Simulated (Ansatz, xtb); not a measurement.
# C4H11O+: 8 structures ranked

8 gas-phase structures of C4H11O+, found in a search over its isomers (lower ones may exist). Each was relaxed with GFN2-xTB; where two conformers were screened, the lower at r2SCAN-D4/def2-SVP is listed:

A. `C[OH+]C(C)C`, a singlet
B. `CC(C)C[OH2+]`, a singlet
C. `CCCC[OH2+]`, a singlet
D. `CCC[OH+]C`, a singlet
E. `CC[C@H](C)[OH2+]`, a singlet
F. `CC(C)(C)[OH2+]`, a singlet
G. `CC[O+](C)C`, a singlet
H. `CC[OH+]CC`, a singlet

Make a reasoned guess at their ranking by r2SCAN-D4/def2-SVP single-point energy.

Calculated order at r2SCAN-D4/def2-SVP: F (0.0), E (6.9), H (11.0), A (11.2), B (13.4), C (15.2), D (16.9), G (21.3) kcal/mol. Less than 1 kcal/mol parts H and A, so the order within that pair means little.

Energies above the lowest of each column, in kcal/mol; the last columns are at PBE-D3(BJ)/def2-SVP geometries and were run for some of them only (a dash: not run or not comparable):

```json
{"structure": "F", "GFN2-xTB": "0.0", "HF/STO-3G": "3.3", "r2SCAN-D4/def2-SVP": "0.0", "PBE-D3(BJ)/def2-SVP": "0.0", "CCSD(T)/def2-SVP + ΔMP2/def2-TZVPP": "0.0"}
{"structure": "E", "GFN2-xTB": "7.0", "HF/STO-3G": "9.2", "r2SCAN-D4/def2-SVP": "6.9", "PBE-D3(BJ)/def2-SVP": "5.3", "CCSD(T)/def2-SVP + ΔMP2/def2-TZVPP": "5.5"}
{"structure": "H", "GFN2-xTB": "6.0", "HF/STO-3G": "0.0", "r2SCAN-D4/def2-SVP": "11.0", "PBE-D3(BJ)/def2-SVP": "9.7", "CCSD(T)/def2-SVP + ΔMP2/def2-TZVPP": "–"}
{"structure": "A", "GFN2-xTB": "5.2", "HF/STO-3G": "2.0", "r2SCAN-D4/def2-SVP": "11.2", "PBE-D3(BJ)/def2-SVP": "10.1", "CCSD(T)/def2-SVP + ΔMP2/def2-TZVPP": "–"}
{"structure": "B", "GFN2-xTB": "10.7", "HF/STO-3G": "15.1", "r2SCAN-D4/def2-SVP": "13.4", "PBE-D3(BJ)/def2-SVP": "–", "CCSD(T)/def2-SVP + ΔMP2/def2-TZVPP": "–"}
{"structure": "C", "GFN2-xTB": "14.1", "HF/STO-3G": "13.8", "r2SCAN-D4/def2-SVP": "15.2", "PBE-D3(BJ)/def2-SVP": "–", "CCSD(T)/def2-SVP + ΔMP2/def2-TZVPP": "–"}
{"structure": "D", "GFN2-xTB": "10.0", "HF/STO-3G": "7.6", "r2SCAN-D4/def2-SVP": "16.9", "PBE-D3(BJ)/def2-SVP": "–", "CCSD(T)/def2-SVP + ΔMP2/def2-TZVPP": "–"}
{"structure": "G", "GFN2-xTB": "7.6", "HF/STO-3G": "2.9", "r2SCAN-D4/def2-SVP": "21.3", "PBE-D3(BJ)/def2-SVP": "–", "CCSD(T)/def2-SVP + ΔMP2/def2-TZVPP": "–"}
```

CCSD(T)/def2-SVP + ΔMP2/def2-TZVPP puts F lowest of those it was run on; HF/STO-3G picks H. Flexible structures stand in one conformer each, not always the lowest. Frequencies (PBE-D3(BJ)/def2-SVP) were run for E, F alone. ΔMP2 is the change of the MP2 energy from the smaller to the larger basis.

Over these structures GFN2-xTB departs from r2SCAN-D4/def2-SVP by 3.5 kcal/mol on average once a common shift is removed. A GFN2-xTB relaxation took about 0.076 s and the r2SCAN-D4/def2-SVP energy about 1.2 s on a shared host (Ansatz 0.2.0, xtb 6.7.1).
